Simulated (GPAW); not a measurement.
# HgTe (Coloradoite) (F-43m) in GPAW: convergence with convergence criteria

Aim: find how far convergence criteria must go before the results for HgTe (Coloradoite) settle, at r2SCAN. This setting moves, with any that are tied to it; all else stays.

Program: GPAW 26.7.0. These are calculated values, not measurements. Logs are shortened: lines on timing, memory, paths and dates and some standing lists are left out, and cuts for length are marked. The log counts tension as positive stress, the text compression.

**1. Starting point**

It takes space group F-43m (No. 216, cubic). Conventional cell: a = 6.429 Å, b = 6.429 Å, c = 6.429 Å, α = 90.00°, β = 90.00°, γ = 90.00°. Hg (site symmetry -43m) is surrounded by 4 Te at 2.78 Å. Around Te (site symmetry -43m) lie 4 Hg at 2.78 Å.

**2. With convergence criteria density=0.001 energy=0.01 eigenstates=0.0001**

The input, run.py:

```python
from ase.dft.bandgap import bandgap
from ase.io import read, write
from ase.units import GPa
from gpaw import GPAW, PW

atoms = read('POSCAR')

calc = GPAW(mode=PW(600),
            xc='MGGA_X_R2SCAN+MGGA_C_R2SCAN',
            kpts={'size': (7, 7, 7), 'gamma': True},
            occupations={'name': 'fermi-dirac', 'width': 0.05},
            nbands=18,
            convergence={'density': 0.001, 'energy': 0.01, 'eigenstates': 0.0001},
            maxiter=100,
            txt='gpaw.txt')
atoms.calc = calc
energy = atoms.get_potential_energy()
forces = atoms.get_forces()
stress = atoms.get_stress()
calc.write('gs.gpw')
write('result.traj', atoms)
print(f'Energy: {energy:.6f} eV')
print('Forces (eV/A):')
print(forces.round(4))
print('Stress (GPa):', (stress / GPa).round(3))
print('Fermi level:', round(calc.get_fermi_level(), 4), 'eV')
print(f'Gap: {bandgap(calc)[0]:.4f} eV, direct: {bandgap(calc, direct=True)[0]:.4f} eV')
```

The input, POSCAR:

```
HgTe
1.0
    0.0000000000      3.2145000000      3.2145000000
    3.2145000000      0.0000000000      3.2145000000
    3.2145000000      3.2145000000      0.0000000000
Hg Te
1 1
Direct
    0.0000000000      0.0000000000      0.0000000000
    0.7500000000      0.7500000000      0.7500000000
```

Potentials or basis: GPAW PAW data sets (gpaw-data 1.2.1), pw.

Started as:

```sh
$ OMP_NUM_THREADS=1 python run.py
```

Run time: 66 s. Hardware: 1 thread of Arm Neoverse V1, shared host; peak memory 0.33 GiB.

What came out:

```
Free energy            : -36.1845 eV
Pressure               : 3.3 GPa
Band gap on the k mesh : none (metal or under the smearing width)
```

**3. With convergence criteria default**

run.py, as its differences from that of step 2:

```diff
@@ -12,3 +12,2 @@
             nbands=18,
-            convergence={'density': 0.001, 'energy': 0.01, 'eigenstates': 0.0001},
             maxiter=100,
```

POSCAR is that of step 2.

Potentials or basis: GPAW PAW data sets (gpaw-data 1.2.1), pw.

Started as:

```sh
$ OMP_NUM_THREADS=1 python run.py
```

Run time: 81 s. Hardware: 1 thread of Arm Neoverse V1, shared host; peak memory 0.33 GiB.

The run converged. Its results:

```
Free energy            : -36.1845 eV
Pressure               : 3.3 GPa
Band gap on the k mesh : none (metal or under the smearing width)
```

**4. With convergence criteria density=1e-05 energy=1e-05**

run.py, as its differences from that of step 3:

```diff
@@ -12,2 +12,3 @@
             nbands=18,
+            convergence={'density': 1e-05, 'energy': 1e-05},
             maxiter=100,
```

POSCAR is that of step 3.

Started as:

```sh
$ OMP_NUM_THREADS=1 python run.py
```

It took 80 s on 1 thread of Arm Neoverse V1, shared host; peak memory 0.33 GiB.

It converged, with:

```yaml
Free_energy: -36.1845 eV
Pressure: 3.3 GPa
Band_gap_on_the_k_mesh: none (metal or under the smearing width)
```

**5. With convergence criteria density=1e-05 forces=0.0001**

run.py, as its differences from that of step 4:

```diff
@@ -12,3 +12,3 @@
             nbands=18,
-            convergence={'density': 1e-05, 'energy': 1e-05},
+            convergence={'density': 1e-05, 'forces': 0.0001},
             maxiter=100,
```

POSCAR is that of step 4.

Started as:

```sh
$ OMP_NUM_THREADS=1 python run.py
```

Wall time 81 s (1 thread of Arm Neoverse V1, shared host); peak memory 0.33 GiB.

It converged, with:

| Property | Result |
| --- | --- |
| Free energy | -36.1845 eV |
| Pressure | 3.3 GPa |
| Band gap on the k mesh | none (metal or under the smearing width) |

**6. With convergence criteria density=1e-06 energy=1e-06 eigenstates=1e-10**

run.py, as its differences from that of step 5:

```diff
@@ -12,3 +12,3 @@
             nbands=18,
-            convergence={'density': 1e-05, 'forces': 0.0001},
+            convergence={'density': 1e-06, 'energy': 1e-06, 'eigenstates': 1e-10},
             maxiter=100,
```

POSCAR is that of step 5.

Potentials or basis: GPAW PAW data sets (gpaw-data 1.2.1), pw.

Started as:

```sh
$ OMP_NUM_THREADS=1 python run.py
```

gpaw.txt:

```text
__  _  _
 | _ |_)|_||  |
 |__||  | ||/\| - 26.7.0

Input parameters:
  mode=PW(ecut=600.0),
  convergence={'density': 1e-06, 'energy': 1e-06, 'eigenstates': 1e-10},
  kpts=MonkhorstPack(size=(7, 7, 7), gamma=True),
  maxiter=100,
  nbands=18,
  occupations=Occupations(name='fermi-dirac', width=0.05),
  xc=XC(name='MGGA_X_R2SCAN+MGGA_C_R2SCAN')

Diagonalizing LCAO Hamiltonian
Converting LCAO to pw mode

                      Te

       Hg

Atoms  # Å, Bohr magnetons
|   | symbol |        x |        y |        z |    initial magnetic moments |
|---|--------|----------|----------|----------|-----------------------------|
| 0 |     Hg | 0.000000 | 0.000000 | 0.000000 | ( 0.0000,  0.0000,  0.0000) |
| 1 |     Te | 4.821750 | 4.821750 | 4.821750 | ( 0.0000,  0.0000,  0.0000) |

Unit cell  # Å
| periodic |        x |        y |        z |  lengths |    angles |
|----------|----------|----------|----------|----------|-----------|
|      yes | 0.000000 | 3.214500 | 3.214500 | 4.545989 | 60.000000 |
|      yes | 3.214500 | 0.000000 | 3.214500 | 4.545989 | 60.000000 |
|      yes | 3.214500 | 3.214500 | 0.000000 | 4.545989 | 60.000000 |

Number of symmetries: 24
Symmetry operations  # r_c * U_cc + t_c -> r_c
|    | kind |            matrix            |
|----|------|------------------------------|
|  0 |  E   |  1, 0, 0,  0, 1, 0,  0, 0, 1 |
|  1 |  σ   |  1, 0, 0,  0, 0, 1,  0, 1, 0 |
|  2 |  σ   |  1, 0,-1,  0, 1,-1,  0, 0,-1 |
|  3 |  C3  |  1, 0,-1,  0, 0,-1,  0, 1,-1 |
|  4 |  C3  |  1,-1, 0,  0,-1, 1,  0,-1, 0 |
|  5 |  σ   |  1,-1, 0,  0,-1, 0,  0,-1, 1 |
|  6 |  σ   |  0, 1, 0,  1, 0, 0,  0, 0, 1 |
|  7 |  C3  |  0, 1, 0,  0, 0, 1,  1, 0, 0 |
|  8 |  C2  |  0, 1,-1,  1, 0,-1,  0, 0,-1 |
|  9 |  S4  |  0, 1,-1,  0, 0,-1,  1, 0,-1 |
| 10 |  C3  |  0, 0, 1,  1, 0, 0,  0, 1, 0 |
| 11 |  σ   |  0, 0, 1,  0, 1, 0,  1, 0, 0 |
| 12 |  S4  |  0, 0,-1,  1, 0,-1,  0, 1,-1 |
| 13 |  C3  |  0, 0,-1,  0, 1,-1,  1, 0,-1 |
| 14 |  S4  |  0,-1, 1,  1,-1, 0,  0,-1, 0 |
| 15 |  C2  |  0,-1, 1,  0,-1, 0,  1,-1, 0 |
| 16 |  C3  |  0,-1, 0,  1,-1, 0,  0,-1, 1 |
| 17 |  S4  |  0,-1, 0,  0,-1, 1,  1,-1, 0 |
| 18 |  S4  | -1, 1, 0, -1, 0, 1, -1, 0, 0 |
| 19 |  C3  | -1, 1, 0, -1, 0, 0, -1, 0, 1 |
| 20 |  C3  | -1, 0, 1, -1, 1, 0, -1, 0, 0 |
| 21 |  S4  | -1, 0, 1, -1, 0, 0, -1, 1, 0 |
| 22 |  σ   | -1, 0, 0, -1, 1, 0, -1, 0, 1 |
| 23 |  C2  | -1, 0, 0, -1, 0, 1, -1, 1, 0 |

BZ-sampling:
  Number of BZ points: 343
  Number of IBZ points: 20

  Monkhorst-Pack size: [7, 7, 7]
  Monkhorst-Pack shift: [0, 0, 0]

K-points  # in reciprocal-cell coordinates
|     |                                coordinates |     weight |
|-----|--------------------------------------------|------------|
|   0 | (  0.00000000,   0.00000000,   0.00000000) | 0.00291545 |
|   1 | (  0.14285714,   0.14285714,   0.00000000) | 0.01749271 |
|   2 | (  0.14285714,   0.14285714,   0.14285714) | 0.02332362 |
|   3 | (  0.28571429,   0.14285714,   0.14285714) | 0.03498542 |
|   4 | (  0.28571429,   0.28571429,   0.00000000) | 0.01749271 |
|   5 | (  0.28571429,   0.28571429,   0.14285714) | 0.06997085 |
|   6 | (  0.28571429,   0.28571429,   0.28571429) | 0.02332362 |
|   7 | (  0.42857143,  -0.28571429,  -0.28571429) | 0.03498542 |
|   8 | (  0.42857143,   0.28571429,  -0.42857143) | 0.13994169 |
|   9 | (  0.42857143,   0.28571429,  -0.28571429) | 0.06997085 |
| ... |                                            |            |
|  19 | (  0.42857143,   0.42857143,   0.42857143) | 0.02332362 |

Plane wave coefficients: 2239
Cutoff: 600.0 eV

Spin-components: 1 (collinear spins)
Bands:           18
Projectors:      11
Spin-degeneracy: 2
Datatype:        complex128

Parallelization:
  kpt:    1
  domain: 1
  band:   1

Density:
  Valence electrons: 24.0
  Components: 1
  Grid points: [27 27 27]
  Charge: 0.0  # |e|

Potential:
  Grid points: [27 27 27]

species:
  Hg:
    name:    Mercury
    Z:       80.0
    valence: 18
    core:    62
    charge:  0.0  # [|e|]
    compensation charges:
      type: gauss
      rc: 0.41  # [Å]
      lmax: 2
    cutoffs:
      filter: 2.17  # [Å]
      core: 2.06  # [Å]
    projectors
    | kind |    occ | energy [eV] | rcut [Å] |
    |------|--------|-------------|----------|
    |   6s |  2.000 |      -6.783 |    1.307 |
    |   5p |  6.000 |     -66.572 |    1.291 |
    |   6p |  0.000 |      -1.056 |    1.291 |
    |   5d | 10.000 |      -9.891 |    1.302 |
    |    s |        |      20.429 |    1.307 |
    |    d |        |      17.320 |    1.302 |

    Using partial waves for Hg as LCAO basis

  Te:
    name:    Tellurium
    Z:       52.0
    valence: 6
    core:    46
    charge:  0.0  # [|e|]
    compensation charges:
      type: gauss
      rc: 0.36  # [Å]
      lmax: 2
    cutoffs:
      filter: 2.09  # [Å]
      core: 3.17  # [Å]
    projectors
    | kind |    occ | energy [eV] | rcut [Å] |
    |------|--------|-------------|----------|
    |   5s |  2.000 |     -15.089 |    1.180 |
    |   5p |  4.000 |      -5.955 |    1.196 |
    |    s |        |      12.123 |    1.180 |
    |    p |        |      21.256 |    1.196 |
    |    d |        |       0.000 |    1.238 |

    Using partial waves for Te as LCAO basis

Reference energy: -717946.462161  # eV

eigensolver:
  PPCG
  Converge bands: occupied
  niter=2

density mixing:
  MSR1-Mixer
  Pratt-step length: 0.05
  Maximum mixing coefficient: 0.75
  Old densities: 10
  SVD Regularization: 0.005
  Good broyden scale: 1.0
  Trust region scale: 1.0
  Backstep threshold: 4.0
  History deletion threshold: 6.0
  Fourier metric: weight=20.0, sigma=0.015

occupation numbers:
  Fermi-Dirac:
    width: 0.0500  # eV

poisson solver:
  ecut: 4800.0  # eV

xc functional:
  name: MGGA_X_R2SCAN+MGGA_C_R2SCAN with 2 nearest neighbor stencil

convergence criteria:
- Maximum integral of absolute [dens]ity change: 1e-06 electrons / valence electron
- Maximum [total energy] change in last 3 cyles: 1e-06 eV / valence electron
- Maximum integral of absolute [eigenst]ate change: 1e-10 eV^2 / valence electron
maximum number of iterations: 100

SCF iterations
|iter     | |      energy | eigst |  dens |
|---------|-|-------------|-------|-------|
|iter:   1| |  -40.856170 | -0.05 |       |
|iter:   2| |  -36.115343 | -1.49 | -1.47 |
|iter:   3| |  -36.107930 | -2.26 | -1.49 |
|iter:   4| |  -36.149815 | -2.42 | -1.67 |
|iter:   5| |  -36.177531 | -2.77 | -1.88 |
|iter:   6| |  -36.184961 | -3.16 | -2.26 |
|iter:   7| |  -36.184619 | -4.54 | -2.54 |
|iter:   8| |  -36.184269 | -4.83 | -2.60 |
|iter:   9| |  -36.184150 | -4.95 | -2.76 |
|iter:  10| |  -36.184135 | -5.50 | -3.17 |
|iter:  11| |  -36.184136c| -6.59 | -4.02 |
|iter:  12| |  -36.184136c| -7.98 | -4.83 |
|iter:  13| |  -36.184136c| -8.88 | -5.55 |
|iter:  14| |  -36.184136c|-10.23c| -6.20c|

Converged in 14 steps
Energy contributions relative to reference atoms: (reference = -717946.462161)

Energy contributions:
  Kinetic:          37.208747
  Coulomb:         -30.857050
  Zero:             -2.336894
  External:          0.000000
  Xc:              -40.198598
  Entropy:          -0.000683
  Spinorbit:         0.000000
  ----------------------------
  Free energy:     -36.184477
  Extrapolated:    -36.184136

dipole moment: (-17.378994, -17.378994, -17.378994)  # |e|*Ang

Fermi level: 4.506
Eigenvalues  # (at kpt = [0.000, 0.000, 0.000])
| band index |      eig [eV] | occ [0-2] |
|------------|---------------|-----------|
|          0 |       -60.800 |     2.000 |
|        ... |               |           |
|          5 |        -3.410 |     2.000 |
|          6 |        -3.410 |     2.000 |
|          7 |        -2.835 |     2.000 |
|          8 |        -2.835 |     2.000 |
|          9 |         4.242 |     1.990 |
|         10 |         4.466 |     1.382 |
|         11 |         4.466 |     1.382 |
|         12 |         4.466 |     1.382 |
|         13 |         9.041 |     0.000 |
|         14 |         9.041 |     0.000 |
|         15 |         9.041 |     0.000 |
|         16 |        11.369 |     0.000 |
|         17 |        14.689 |     0.000 |

No gap
No difference between direct/indirect transitions

Forces  # eV/Ang
|        x |        y |        z |
|----------|----------|----------|
| -0.00000 | -0.00000 | -0.00000 |  # Hg   0
| -0.00000 |  0.00000 |  0.00000 |  # Te   1

Stress tensor  # eV/Ang^3
|         x |         y |         z |
|-----------|-----------|-----------|
| -0.020599 | -0.000000 |  0.000000 |
| -0.000000 | -0.020599 |  0.000000 |
|  0.000000 |  0.000000 | -0.020599 |

# Writing to gs.gpw (mode='')
```

Run time: 88 s. Hardware: 1 thread of Arm Neoverse V1, shared host; peak memory 0.33 GiB.

Results:

```yaml
Free_energy: -36.1845 eV
Pressure: 3.3 GPa
Band_gap_on_the_k_mesh: none (metal or under the smearing width)
```

**7. Result**

| convergence criteria | energy less the tightest run, at zero smearing (meV/atom) | SCF cycles | CPU time (s) | peak memory (GiB) |
| --- | --- | --- | --- | --- |
| density=0.001 energy=0.01 eigenstates=0.0001 | 0.00 | 10 | 66 | 0.33 |
| default | 0.00 | 12 | 81 | 0.33 |
| density=1e-05 energy=1e-05 | 0.00 | 13 | 80 | 0.33 |
| density=1e-05 forces=0.0001 | 0.00 | 14 | 81 | 0.33 |
| density=1e-06 energy=1e-06 eigenstates=1e-10 | 0.00 | 14 | 88 | 0.33 |

Against the tightest run, the energy stays within 1 meV/atom from density=0.001 energy=0.01 eigenstates=0.0001 on. The tightest run that finished is the yardstick and may itself not be fully converged.

Caveats: the PAW data sets were made with another functional, which shifts forces and pressure a little.
